The energy of a crystal is an average over electron waves of every wavelength and direction, and a calculation replaces that average by a sum over a regular mesh of such waves, the k-points. The table follows this replacement for germanium whose cell has been stretched by a quarter in volume. A mesh labelled 4,4,4 divides each of the three directions into four, and energies are counted from the finest mesh, 10,10,10.

DFTK 0.8.2, LDA with large-core GTH pseudopotentials (4 valence electrons per atom), for the two-atom cell of germanium stretched by 25 % in volume. Plane-wave cutoff 544 eV, Gaussian smearing of 0.15 eV, collinear spins started antiparallel. The sweep value is the k-point mesh, and energies are free energies relative to the 10,10,10 mesh.

```
sweep value  energy less tightest (meV/atom)  pressure (GPa)  gap (eV)
      1,1,1                           6985.8           53.95     2.125
      2,2,2                           1004.4           -0.03     0.000
      4,4,4                             99.0           -9.76     0.000
      5,5,5                             41.0          -10.08     0.000
      6,6,6                             18.0          -10.23     0.000
      7,7,7                              7.8          -10.29     0.000
      9,9,9                              0.9          -10.36     0.000
   10,10,10                              0.0          -10.39     0.000
```

*Which mesh gives the highest energy, and why is it too high rather than too low?* The single point does, by about 7 eV per atom. Its one point is Γ, the wave that repeats identically in every cell. In semiconductors with the diamond structure three of the four valence bands usually have their top at Γ, so a calculation that knows only this point takes the highest energy of these bands for their average. The lowest band errs the other way, since its bottom lies at Γ, but it is one against three. This is an argument from the known shape of such bands, and it gives the right sign and, since valence bands are several electronvolts wide, the right order of size.

*Does the 2.1 eV gap of the first row make this germanium a semiconductor?* No. With one k-point the gap is only a distance between two levels at that point, in an electron density built from that point alone. The lower of the two need not even be full. If stretching has pushed the s-like level at Γ below the three p-like levels that normally form the top of the valence bands, these three share four electrons instead of six, and a program may still count them as filled. The table lists no occupations, so it cannot tell. The run also started with opposite spins on the two atoms. If this row kept some of that order, which a total moment of zero would not reveal, the distance may be wider for it. Every other mesh gives zero. A closed gap is plausible here, because LDA makes the gap of germanium far too small even at its normal volume, and stretching lowers the s-like conduction level at Γ further.

*At 2,2,2 the pressure is almost exactly zero. Is the cell at rest there?* It is not: from 4,4,4 onward the pressure is about -10 GPa, the tension expected of a stretched crystal. The coarse mesh adds a false positive pressure of nearly the same size. Pressure measures how the energy changes with volume, and the sampling error itself depends on volume: squeezing the crystal strengthens the overlap of neighbouring orbitals and widens the bands, so the error grows. Comparing the errors of pressure and energy shows that at 2,2,2 a reduction of the volume by 1 % would raise the energy error by nearly 2 %, which is enough to cancel the real tension.

*Why does the energy error shrink so fast once the mesh is finer?* A mesh with $N$ divisions treats the crystal as if it repeated itself after $N$ cells. The band energy, seen as a function of the k-point, is a sum of ripples, and each ripple belongs to a pair of cells a certain distance apart. The mesh averages nearly all ripples to zero, as it should, but those that belong to cells $N$, $2N$ and so on apart have the same height at every mesh point and are mistaken for part of the average. Their size reflects how strongly the electrons link cells that far apart. In an insulator, or in a metal with smeared occupations, this link dies away exponentially with distance, so once the mesh is fine enough, each extra division should cut the error by a roughly constant factor:

$$E(N) - E_\infty \approx A\,q^{N}$$

Here $E(N)$ is the energy per atom on the mesh, $E_\infty$ its limit for an infinitely fine mesh, $A$ a constant and $q$ the fraction of the error that survives one more division.

*Do the numbers follow this rule?* A least-squares fit of $A$, $q$ and $E_\infty$ to the four meshes from 6,6,6 upward gives $q \approx 0.45$, so one more division removes slightly more than half of the error. Three constants for four rows make a weak test, and the coarser meshes, which were left out, make a better one. For 5,5,5 the rule gives 40.6 meV/atom above the finest mesh, against 41.0 in the table. A power of $1/N$, the form that suits a sharp edge between filled and empty states, gives 45 when fitted to the same four rows. The exponential thus describes this range better, which does not prove that it holds on much finer meshes.

The exponential rule has its own lower end. At 4,4,4 it falls short by about a tenth, and at 2,2,2 it gives less than half of the computed error. A likely reason is that such a mesh confuses cells so close together that many ripples contribute at once, and a single exponential no longer describes their sum. An error measured on a very coarse mesh is therefore a poor guide to the meshes that one would use in practice.

*Is 9,9,9 really good to 1 meV per atom?* Against 10,10,10 it is, with a difference of 0.9 meV. But 10,10,10 has an error too, and the rule lets us estimate it. If every step is $q$ times the one before, the steps still to come after the last one add up to

$$0.946\ \text{meV}\times\frac{q}{1-q} \approx 0.946\ \text{meV}\times\frac{0.45}{0.55} \approx 0.8\ \text{meV}.$$

The full fit, which includes both of these meshes, gives the same remainder. So 9,9,9 lies nearly 2 meV above the limit, and nearly 3 meV if the slower power law is used instead. The limit is an extrapolation, but both forms agree on the practical point: 9,9,9 misses a bound of 1 meV per atom, while 7,7,7 stays within 10 meV.

*Which digits of the pressure can be trusted?* As far as the mesh is concerned, the second decimal is not settled and the first may still shift. From 7,7,7 to 10,10,10 the pressure falls by about 0.03 GPa per division with no sign of slowing, so the table gives no firm error bar for the value of -10.4 GPa. Between the step from 6,6,6 to 7,7,7 and the step from 9,9,9 to 10,10,10, the change in energy shrinks to a tenth, but the change in pressure only to a half. The pressure has thus not joined the rapid decay of the energy, and a mesh chosen by its energy alone should not be assumed to give an equally settled pressure. The forces are no help in this choice, since the symmetry of the crystal makes them zero on any of these meshes.

*What would change with another cell, another smearing or another element?* What matters is the distance after which the mesh makes the crystal repeat, not the number of divisions. A germanium cell doubled along each edge therefore needs only 5,5,5 to sample the same waves as 10,10,10 does here. With a smearing much narrower than the present 0.15 eV, the closed gap would leave a sharper change from filled to empty states, the link between distant cells would reach further, and on fine meshes the error should fall more slowly. Diamond lies at the other end: its wide gap keeps that link short, which favours a coarser mesh, though its smaller cell and wider bands take back part of this gain.
